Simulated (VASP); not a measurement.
## AlN: Born charges and dielectric tensor with LDA

**Experimental background.**

From “Structural and optical properties of self-assembled AlN nanowires grown on SiO2/Si substrates by molecular beam epitaxy”, 2024, arxiv:2402.00216, for a bulk crystal of AlN at 0 K: band gap 6.0343 eV (an exciton energy, a little under the gap).

The system is AlN.

```
Al N
1.0
     3.11300    0.00000    0.00000
    -1.55650    2.69594    0.00000
     0.00000    0.00000    4.98100
Al N
2 2
Direct
  0.66667 0.33333 0.50000
  0.33333 0.66667 0.00000
  0.66667 0.33333 0.88000
  0.33333 0.66667 0.38000
```

```yaml
Program: VASP 6.6.1
Task: Born charges and dielectric tensor
Functional: LDA
Potentials_or_basis: VASP PAW LDA potentials, release 64 (Al, N)
Cutoff: 520 eV
k_mesh: 10 × 10 × 6
Occupations: gaussian, width 0.02 eV
Spin: no spin polarisation
Further_INCAR_settings: ALGO = Normal; EDIFF = 1e-08; IBRION = 8
```

```yaml
Band_gap_on_the_k_mesh: 4.25 eV, direct
Electronic_dielectric_tensor_diagonal: 4.45, 4.45, 4.64
Born_charges_mean_of_the_diagonal: Al +2.57; N -2.57 e
Highest_phonon_frequency_at_Γ_LO-TO_splitting_left_out: 725 cm⁻¹
```

Levels at points of the mesh, in eV from the valence-band top:
```
           k point  band 6  band 7  band 8  band 9  band 10  band 11
(0.00, 0.00, 0.00)   -0.18   -0.18    0.00    4.25     6.55    10.48
(0.50, 0.00, 0.00)   -2.08   -1.80   -0.66    5.67     5.69     8.10
(0.00, 0.00, 0.50)   -0.52   -0.52   -0.52    6.42     6.42    10.16
(0.50, 0.00, 0.50)   -1.45   -1.36   -1.36    5.21     5.21     9.11
```

Phonon frequencies in cm⁻¹ (negative: imaginary):
```tsv
q point	frequencies
(0.000, 0.000, 0.000)	0 0 0 238 238 550 623 642 642 654 654 725
```

Electronic dielectric tensor:
```
4.45 0.00 0.00
0.00 4.45 0.00
0.00 0.00 4.64
```

Born effective charge tensors (e):
atom 1, Al
```
2.51 0.00 0.00
0.00 2.51 0.00
0.00 0.00 2.67
```
atom 2, Al
```
2.51 0.00 0.00
0.00 2.51 0.00
0.00 0.00 2.67
```
atom 3, N
```
-2.51  0.00  0.00
 0.00 -2.51  0.00
 0.00  0.00 -2.67
```
atom 4, N
```
-2.51  0.00  0.00
 0.00 -2.51  0.00
 0.00  0.00 -2.67
```

It took 6.1 min on 1 thread of AMD EPYC 9R45 96-Core Processor (Zen 5), with other jobs on the host, peak memory 0.45 GiB.

A measured gap of AlN is 6.0343 eV (an exciton energy, a little under the gap; 0 K; quoted in “Structural and optical properties of self-assembled AlN nanowires grown on SiO2/Si substrates by molecular beam epitaxy”, 2024, arxiv:2402.00216); the calculated 4.25 eV misses it by -1.79 eV. 2 values of this kind are on record (6.034 to 6.0343 eV); this one was drawn at random. The value is that of LDA on a finite k mesh, which can miss the band edges, without temperature or zero-point motion. Semilocal functionals fall short of measured gaps as a rule.
